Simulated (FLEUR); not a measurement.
# Cu (I4/mmm) in FLEUR: a series of runs

The runs below take Cu through single point, with PBE.

All numbers are computed with FLEUR MaX-R8.1 (later development tree); they aren't measurements. Logs are shortened: lines on timing, memory, paths and dates and some standing lists are left out, and cuts for length are marked.

### Step 1. The structure

The structure is tetragonal, space group I4/mmm (No. 139). The conventional cell has a = 2.886 Å, b = 2.886 Å, c = 2.752 Å, α = 90.00°, β = 90.00°, γ = 90.00°. Cu (site symmetry 4/mmm) is surrounded by 10 Cu at 2.46 to 2.75 Å.

This isn't the form of Cu at room conditions, which is fcc.

### Step 2. Single point, PBE

Input file inp.xml:

```xml
<?xml version="1.0" encoding="UTF-8" standalone="no"?>
<fleurInput fleurInputVersion="0.39">
   <comment>
      Cu                                                                                                  
   </comment>
   <calculationSetup>
      <cutoffs Kmax="4.08" Gmax="12.6" GmaxXC="12.6" numbands="0"/>
      <scfLoop itmax="60" minDistance="0.00001" maxIterBroyd="15" imix="Anderson" alpha="0.05" precondParam="0.0" spinf="2.0" sdNocoIR="T"/>
      <coreElectrons ctail="T" frcor="F" kcrel="0" coretail_lmax="0"/>
      <xcFunctional name="pbe" relativisticCorrections="F"/>
      <magnetism jspins="1"/>
      <soc l_soc="F" theta="0.0" phi="0.0" spav="F"/>
      <expertModes spex="0" secvar="F"/>
      <geometryOptimization l_f="T" forcealpha="1.0" forcemix="BFGS" epsdisp="0.0005" epsforce="0.0002"/>
      <ldaU l_linMix="F" mixParam="0.05" spinf="1.0"/>
   </calculationSetup>
   <cell>
      <bzIntegration valenceElectrons="19.0" mode="hist" fermiSmearingEnergy="0.00183747">
         <kPointListSelection listName="default-1"/>
         <!-- k-points included here -->
         <xi:include xmlns:xi="http://www.w3.org/2001/XInclude" href="kpts.xml"> </xi:include>
      </bzIntegration>
      <!-- symmetry operations included here -->
      <xi:include xmlns:xi="http://www.w3.org/2001/XInclude" href="sym.xml"> </xi:include>
      <bulkLattice scale="1.0">
         <bravaisMatrix>
            <row-1>   -2.7264842292023674     2.7264842292023674     2.6004170656424486</row-1>
            <row-2>    2.7264842292023674    -2.7264842292023674     2.6004170656424486</row-2>
            <row-3>    2.7264842292023674     2.7264842292023674    -2.6004170656424486</row-3>
         </bravaisMatrix>
      </bulkLattice>
   </cell>
   <atomSpecies>
      <species name="Copper (Cu)" element="Cu" atomicNumber="29">
         <mtSphere radius="2.11" gridPoints="711" logIncrement="0.017"/>
         <atomicCutoffs lmax="9" lnonsphr="7"/>
         <electronConfig flipSpins="F">
            <coreConfig>(1s1/2) (2s1/2) (2p1/2) (2p3/2)</coreConfig>
            <valenceConfig>(3s1/2) (3p1/2) (3p3/2) (4s1/2) (3d3/2) (3d5/2)</valenceConfig>
            <stateOccupation state="(4s1/2)" spinUp="0.500000" spinDown="0.500000"/>
         </electronConfig>
         <energyParameters s="4" p="4" d="3" f="4"/>
         <lo type="SCLO" l="0" n="3" eDeriv="0"/>
         <lo type="SCLO" l="1" n="3" eDeriv="0"/>
         <lo type="SCLO" l="1" n="3" eDeriv="1"/>
         <lo type="SCLO" l="2" n="3" eDeriv="2"/>
         <lo type="SCLO" l="3" n="4" eDeriv="2"/>
      </species>
   </atomSpecies>
   <atomGroups>
      <atomGroup species="Copper (Cu)">
         <relPos label="                   1">.0000000000 .0000000000 .0000000000</relPos>
         <force calculate="T" relaxXYZ="TTT"/>
      </atomGroup>
   </atomGroups>
   <output dos="F" band="F" slice="F">
      <checks vchk="F" cdinf="F"/>
      <bandDOS minEnergy="-.5*Htr" maxEnergy="0.5*Htr" sigma="0.015" storeEVData="T"/>
      <vacuumDOS vacdos="F" integ="F" star="F" nstars="0" locx1="0.0" locy1="0.0" locx2="0.0" locy2="0.0" nstm="0" tworkf="0.0"/>
      <unfoldingBand unfoldBand="F" supercellX="1" supercellY="1" supercellZ="1"/>
      <plotting iplot="0" polar="F">
         <plot TwoD="T" vec1="  1.0  0.0  0.0" vec2="  0.0  1.0  0.0" vec3="  0.0  0.0  1.0" zero="  0.0  0.0  0.0" file="plot"/>
      </plotting>
      <chargeDensitySlicing numkpt="0" minEigenval="0.0" maxEigenval="0.0" nnne="0" pallst="F"/>
      <specialOutput eonly="F"/>
      <moessbauerParams electricFieldGradient="T" isomerShift="T" coreHyperfine="T" valenceHyperfine="T"/>
      <magneticCircularDichroism mcd="F" energyLo="-10.0" energyUp="0.0"/>
   </output>
  <!-- We include the file relax.xml here to enable relaxations (see documentation) -->
  <xi:include xmlns:xi="http://www.w3.org/2001/XInclude" href="relax.xml"> <xi:fallback/> </xi:include>
</fleurInput>
```

Input file crystal.txt:

```
Cu
&input cartesian=F /
-1.4427933200  1.4427933200  1.3760814500
1.4427933200  -1.4427933200  1.3760814500
1.4427933200  1.4427933200  -1.3760814500
1.8897261246
1.0 1.0 1.0

1
29 0.0000000000  0.0000000000  0.0000000000

&kpt div1=13 div2=13 div3=13 gamma=T /
```

Potentials or basis: all-electron, FLAPW.

Command:

```bash
inpgen -f crystal.txt -profile fastHighL
# inp.xml edited to the form shown
fleur_MPI
```

Standard output:

```text
Welcome to FLEUR        (www.flapw.de)
      MaX-Release 8.1          (www.max-centre.eu)

 ========== k-point set info ==========
 Selected k-point list: default-1
 k-point list type: mesh
 13 x 13 x 13
 Number of k points: 196

 ------------Calculation Setup---------------------------
 Number of MPI-tasks      :            1
 Number of PE/node        :            1
 Number of OMP-threads    :            1
 Most efficient MPI parallelization for:
           1           2           4           7          14          28          49          98         196
 Additional eigenvalue parallelization possible
 Number of basis functions:          133
 Approximate size of matrices (H+S) per k-point:         0.000 GB
 --------------------------------------------------------
 Iteration:     1   Distance:      36.51106871 me/bohr^3
 Iteration:     2   Distance:      27.20301825 me/bohr^3
 Iteration:     3   Distance:       7.84998022 me/bohr^3
 Iteration:     4   Distance:       6.48724525 me/bohr^3
 Iteration:     5   Distance:       1.27006098 me/bohr^3
 Iteration:     6   Distance:       1.12910525 me/bohr^3
 Iteration:     7   Distance:       0.34597472 me/bohr^3
 Iteration:     8   Distance:       0.16738595 me/bohr^3
 Iteration:     9   Distance:       0.01296302 me/bohr^3
 Iteration:    10   Distance:       0.00115129 me/bohr^3
 Iteration:    11   Distance:       0.00055621 me/bohr^3
 Iteration:    12   Distance:       0.00003767 me/bohr^3
 Iteration:    13   Distance:       0.00002319 me/bohr^3
 Iteration:    14   Distance:       0.00000098 me/bohr^3

 ********************************************************************
 Run finished successfully
 Stop message:
   Structural relaxation: Done
 ********************************************************************
```

out.xml (last iteration):

```text
<iteration numberForCurrentRun="   15" overallNumber="   15">
         <energyParameters units="Htr">
            <atomicEP atomType="1" spin="1" branch="4s" branchLowest="-3.80" branchHighest="2.02" value="0.1611390897"/>
            <atomicEP atomType="1" spin="1" branch="4p" branchLowest="-2.23" branchHighest="2.69" value="0.3074251095"/>
            <atomicEP atomType="1" spin="1" branch="3d" branchLowest="-9.99" branchHighest="0.35" value="0.2244951124"/>
            <atomicEP atomType="1" spin="1" branch="4f" branchLowest="-9.99" branchHighest="4.17" value="0.6312307723"/>
            <loAtomicEP atomType="1" spin="1" branch="3s" branchLowest="-38.64" branchHighest="-3.80" value="-3.8090484754"/>
            <loAtomicEP atomType="1" spin="1" branch="3p" branchLowest="-33.29" branchHighest="-2.23" value="-2.2437048830"/>
            <loAtomicEP atomType="1" spin="1" branch="3p" branchLowest="-33.29" branchHighest="-2.23" value="-2.2437048830"/>
            <loAtomicEP atomType="1" spin="1" branch="3d" branchLowest="-9.99" branchHighest="0.35" value="0.2212988599"/>
            <loAtomicEP atomType="1" spin="1" branch="4f" branchLowest="-9.99" branchHighest="4.17" value="0.6312335506"/>
         </energyParameters>
         <eigenvalues>
            <eigenvaluesAt spin="1" ikpt="1" k_x="0.00000000" k_y="0.00000000" k_z="0.00000000">
                      -3.8096795131       -2.2406998645       -2.2405905328       -2.2405905328       -0.0247903975
                       0.2088894658        0.2161428373        0.2161428373        0.2486334811        0.2563324518
                       1.2438177741        1.2438177741        1.2898135816        1.3914334133        1.3914334133
            </eigenvaluesAt>
            <eigenvaluesAt spin="1" ikpt="2" k_x="0.00000000" k_y="0.00000000" k_z="0.07692308">
                      -3.8096423477       -2.2408508825       -2.2407838473       -2.2405820125       -0.0164995582
                       0.2090307536        0.2147057618        0.2194462471        0.2470292140        0.2561765868
                       1.1484914746        1.2370944987        1.2705145583        1.3300023641        1.3357362763
            </eigenvaluesAt>
            <eigenvaluesAt spin="1" ikpt="3" k_x="0.00000000" k_y="0.00000000" k_z="0.15384615">
                      -3.8095416752       -2.2415852627       -2.2410251472       -2.2405581937        0.0077840242
                       0.2088234372        0.2107598504        0.2286817157        0.2437187856        0.2558049707
                       0.9983626521        1.1885491966        1.2355607963        1.2499890899        1.3024767233
            </eigenvaluesAt>
            <eigenvaluesAt spin="1" ikpt="4" k_x="0.00000000" k_y="0.00000000" k_z="0.23076923">
                      -3.8093996683       -2.2426245657       -2.2413636100       -2.2405252856        0.0457414565
                       0.2052821250        0.2079425359        0.2419516046        0.2423476132        0.2553914666
                       0.8493518240        1.1245158338        1.1677211328        1.2041078475        1.2819780418
            </eigenvaluesAt>
         </eigenvalues>
         <bandgap value="0.0378964932" units="eV"/>
         <sumValenceSingleParticleEnergies value="-18.6999249476" units="Htr"/>
         <FermiEnergy value="0.3280438541" units="Htr"/>
         <valenceDensity>
            <mtCharges spin="1">
               <mtCharge atomType="1" total="17.6435431" s="2.3566528" p="6.2765527" d="8.9958975" f="0.0114498"/>
            </mtCharges>
            <spinDependentCharge spin="1" total="19.0000000" interstitial="1.3564569" mtSpheres="17.6435431"/>
            <totalCharge value="19.0000000000"/>
         </valenceDensity>
         <coreStates atomType="     1" atomicNumber=" 29" spin="1" kinEnergy="   1463.6689578795" eigValSum="   -926.6150511995" lostElectrons=" 0.000000">
            <state n="1" l="0" j="0.5" energy="-324.7874563161" weight="1.0000000000"/>
            <state n="2" l="0" j="0.5" energy="-38.6378728557" weight="1.0000000000"/>
            <state n="2" l="1" j="0.5" energy="-33.7961333620" weight="1.0000000000"/>
            <state n="2" l="1" j="1.5" energy="-33.0430315330" weight="2.0000000000"/>
         </coreStates>
         <allElectronCharges>
            <spinDependentCharge spin="1" total="29.0000000" interstitial="1.3564569" mtSpheres="27.6435431"/>
            <totalCharge value="29.0000000002"/>
         </allElectronCharges>
         <moessbauerParams unitsHFF="kG" unitsIS="e/bohr^3" unitsEFG="Htr/bohr^2">
            <coreIsomerShift atomType="1" isTotal="22012.76476">
               <shell n="1" l="0" isomerShift="20046.12324"/>
               <shell n="2" l="0" isomerShift="1952.91960"/>
               <shell n="2" l="1" isomerShift="13.72191"/>
            </coreIsomerShift>
            <isomerShift atomType="1" nucleusRadius="0.0000943" averageDensity="22308.72193"/>
            <electricFieldGradient atomType="1" VXX="0.00420" VYY="0.00420" VZZ="-0.00840" asymParam="0.00000">
            </electricFieldGradient>
         </moessbauerParams>
         <totalEnergy                                    value="    -1655.0295727340" units="Htr">
            <sumOfEigenvalues                            value="     -945.3149761472">
               <coreElectrons value="-926.6150511995"/>
               <valenceElectrons value="-18.6999249476"/>
            </sumOfEigenvalues>
            <densityCoulombPotentialIntegral value="-2540.8878403804"/>
            <densityEffectivePotentialIntegral value="-2628.8083787228"/>
            <chargeDenXCDenIntegral value="-67.6529513469"/>
            <FockExchangeEnergyValence value="0.0000000000"/>
            <FockExchangeEnergyCore value="0.0000000000"/>
            <atomTypeDependentContributions atomType="1">
               <electronNucleiInteractionDifferentMTs value="1987.1292763235"/>
               <MadelungTerm value="-13.2968274490"/>
            </atomTypeDependentContributions>
            <tkbTimesEntropy value="0.0000952078"/>
            <freeEnergy value="-1655.0296679418"/>
            <extrapolationTo0K value="-1655.0296203379"/>
         </totalEnergy>
         <totalForcesOnRepresentativeAtoms units="Htr/bohr">
            <forceTotal atomType="1" x="0.000000" y="0.000000" z="0.000000" F_x="0.00000000" F_y="0.00000000" F_z="0.00000000"/>
         </totalForcesOnRepresentativeAtoms>
      </iteration>
```

It took 40 s on 1 thread of Arm Neoverse V1, shared host; peak memory 0.06 GiB.

What came out:

| Property | Result |
| --- | --- |
| Free energy | -45035.6515 eV |
| Band gap on the k mesh | none (metal or under the smearing width) |
| Valence electrons inside the program's atomic spheres | Cu 17.64 (radii Cu 2.11 bohr) |

Core levels (eV from the Fermi level):
| atom | levels |
| --- | --- |
| 1 Cu | 1s1/2 -8846.8, 2s1/2 -1060.3, 2p1/2 -928.6, 2p3/2 -908.1 |

### Step 3. Single point, PBE (cell strained at random at fixed volume)

Changes to inp.xml since step 2:

```diff
@@ -26,5 +26,5 @@
          <bravaisMatrix>
-            <row-1>   -2.7264842292023674     2.7264842292023674     2.6004170656424486</row-1>
-            <row-2>    2.7264842292023674    -2.7264842292023674     2.6004170656424486</row-2>
-            <row-3>    2.7264842292023674     2.7264842292023674    -2.6004170656424486</row-3>
+            <row-1>   -2.6660199474073063     2.7242594168413534     2.5827586143574304</row-1>
+            <row-2>    2.6303929407802222    -2.7487030242630541     2.5710328637542874</row-2>
+            <row-3>    2.7608501837919834     2.8435332606477317    -2.6083870800592552</row-3>
          </bravaisMatrix>
@@ -34,3 +34,3 @@
       <species name="Copper (Cu)" element="Cu" atomicNumber="29">
-         <mtSphere radius="2.11" gridPoints="711" logIncrement="0.017"/>
+         <mtSphere radius="2.11" gridPoints="705" logIncrement="0.017"/>
          <atomicCutoffs lmax="9" lnonsphr="7"/>
```

Input file crystal.txt:

```
Cu
&input cartesian=F /
-1.4107970000  1.4416160000  1.3667370000
1.3919440000  -1.4545510000  1.3605320000
1.4609790000  1.5047330000  -1.3802990000
1.8897261246
1.0 1.0 1.0

1
29 0.0187920000  0.0028610000  0.0143870000

&kpt div1=13 div2=13 div3=13 gamma=T /
```

Potentials or basis: all-electron, FLAPW.

Command:

```bash
inpgen -f crystal.txt -profile fastHighL
# inp.xml edited to the form shown
fleur_MPI
```

Wall time 6.1 min (1 thread of Arm Neoverse V1, shared host); peak memory 0.08 GiB.

Results (log left out):

| Quantity | Value |
| --- | --- |
| Free energy | -45035.6462 eV |
| Band gap on the k mesh | none (metal or under the smearing width) |
| Valence electrons inside the program's atomic spheres | Cu 17.65 (radii Cu 2.11 bohr) |

Levels at points of the mesh, in eV from the Fermi level:
```csv
k point,band 6,band 7,band 8,band 9,band 10,band 11,band 12,band 13,band 14,band 15
"(0.00, 0.00, 0.00)",-3.29,-3.14,-2.88,-2.20,-1.91,23.86,25.41,26.38,27.97,28.43
```

Core levels (eV from the Fermi level):
```csv
atom,levels
1 Cu,"1s1/2 -8846.8, 2s1/2 -1060.3, 2p1/2 -928.6, 2p3/2 -908.1"
```
